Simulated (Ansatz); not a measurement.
The system is NiSb (Breithauptite).

```
Sb Ni
1.0
     3.92800    0.00000    0.00000
    -1.96400    3.40175    0.00000
     0.00000    0.00000    5.12000
Sb Ni
2 2
Direct
  0.66667 0.33333 0.75000
  0.33333 0.66667 0.25000
  0.00000 0.00000 0.50000
  0.00000 0.00000 0.00000
```

Base run:

| Item | Value |
| --- | --- |
| Program | Ansatz 0.2.0 |
| Functional | r2SCAN |
| Potentials or basis | Ansatz PAW |
| Cutoff | 500 eV |
| Density cutoff | 2000 eV |
| k mesh | 8 × 8 × 5 |
| Occupations | fermi-dirac, width 0.05 eV |
| Spin | collinear spin, ferromagnetic start |
| Starting moments | [0.0, 0.0, 1.0, 1.0] μB |
| Hubbard terms | Ni d U = 1 eV |

Its results: band gap on the k mesh none (metal or under the smearing width); pressure -0.1 GPa; net moment 0.00 μB per cell.

Task: After a change of settings the same cell gave: band gap on the k mesh none (metal or under the smearing width); pressure -0.9 GPa; net moment 0.00 μB per cell. Which change was it?
A. hubbard terms from Ni d U = 1 eV to Ni d U = 6 eV
B. hubbard terms from Ni d U = 1 eV to none; hubbard projectors from ortho-atomic (the default) to none
C. functional from r2SCAN to PBE; cutoff from 500 eV to 420 eV; density cutoff from 2000 eV to 1680 eV; hubbard terms from Ni d U = 1 eV to none; hubbard projectors from ortho-atomic (the default) to none
D. functional from r2SCAN to PBEsol; cutoff from 500 eV to 420 eV; density cutoff from 2000 eV to 1680 eV; hubbard terms from Ni d U = 1 eV to none; hubbard projectors from ortho-atomic (the default) to none

Result: A.

Caveats: the magnetic or orbital state may not be the lowest; the PAW data sets come from PBE, with cores solved anew for the run's functional, which leaves a small shift of forces and pressure; the U is typed as a test and isn't derived for this compound.

Not every run made on this cell is shown here.
